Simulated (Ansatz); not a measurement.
## Computed properties of KBr (Fm-3m)

All numbers come from the plane-wave code Ansatz. (Simulation; no magnetic order is allowed.)

Structure: KBr (started from an entry of an open crystallographic database), at its r2SCAN minimum. Space group Fm-3m (No. 225), cubic; a = 6.605 Å in the conventional setting, 36.02 Å³ an atom. K is surrounded by 6 Br at 3.30 Å; Br is surrounded by 6 K at 3.30 Å.

```
K Br
1.0
     0.00000    3.30244    3.30244
     3.30244    0.00000    3.30244
     3.30244    3.30244    0.00000
K Br
1 1
Direct
  0.00000 0.00000 0.00000
  0.50000 0.50000 0.50000
```

Relaxed lattice by functional, symmetry kept:

| functional | k mesh | a (Å) | volume (Å³/atom) |
| --- | --- | --- | --- |
| PBE | 6×6×6 | 6.701 | 37.61 |
| r2SCAN | 6×6×6 | 6.605 | 36.02 |
| PBEsol | 6×6×6 | 6.551 | 35.15 |
| LDA | 6×6×6 | 6.373 | 32.35 |
| HSE06 | 4×4×4 | 6.665 | 37.00 |

On this one geometry the levels give:

| level | k mesh | gap (eV) | kind | edges | least direct gap (eV) |
| --- | --- | --- | --- | --- | --- |
| LDA | 6×6×6 | 4.02 | direct | Γ | 4.02 |
| PBE | 6×6×6 | 4.43 | direct | Γ | 4.43 |
| PBE+SOC | 6×6×6 | 4.27 | direct | Γ | 4.27 |
| r2SCAN | 6×6×6 | 5.07 | direct | Γ | 5.07 |
| HSE06 | 4×4×4 | 5.60 | direct | Γ | 5.60 |
| HSE06+SOC | 4×4×4 | 5.42 | direct | Γ | 5.42 |
| DDH-PBE0 | 4×4×4 | 7.41 | direct | Γ | 7.41 |
| PBE0 | 4×4×4 | 6.31 | direct | Γ | 6.31 |
| r2SCAN0 | 4×4×4 | 6.64 | direct | Γ | 6.64 |
| LC-ωPBE | 4×4×4 alone | 10.72 | direct | Γ | 10.72 |
| G0W0@PBE (215 empty bands, 120 eV, 4×4×4) | 4×4×4 | 6.93 | – | Γ (mesh) | – |
| G0W0@PBE (533 empty bands, 220 eV, 4×4×4) | 4×4×4 | 7.06 | – | Γ (mesh) | – |

PBE: smearing of 0.02 eV; the others have fixed occupations.
Wave cutoffs: 420 eV, 500 eV (r2SCAN, r2SCAN0).
A mesh marked alone had no extra points solved.
The G0W0 gap is PBE's gap over the path plus the quasiparticle shift read on the mesh. G0W0 values are finite-basis, finite-mesh values.

The HSE06 gap is direct at Γ: 5.60 eV. Spin-orbit coupling changes the PBE gap by -0.16 eV, to 4.27 eV; at Γ the threefold valence level splits into a fourfold and a twofold level 0.49 eV apart, the fourfold one on top. Spin-orbit coupling changes the HSE06 gap by -0.17 eV, to 5.42 eV; at Γ the threefold valence level splits into a fourfold and a twofold level 0.53 eV apart, the fourfold one on top.

r2SCAN covers 55 % of the step from PBE to HSE06, while HSE06 needs about 8 times r2SCAN's cost (on a coarser mesh). For gaps to 0.1 eV, spin-orbit coupling (up to 0.17 eV here) has to be included. Among these functionals the gap stays direct.

r2SCAN (ground state on 6×6×6): The electronic dielectric tensor ε∞ is 2.45 in all directions. Born charges, averaged over directions: K +1.11, Br -1.11 e. PBE (ground state on 6×6×6): The clamped-ion dielectric constant comes out as 2.55 in all directions. Born charges, averaged over directions: K +1.13, Br -1.13 e.

Only the levels marked +SOC include spin-orbit coupling.

The meshes of the hybrids are coarse, so their gaps aren't converged to the digits shown.
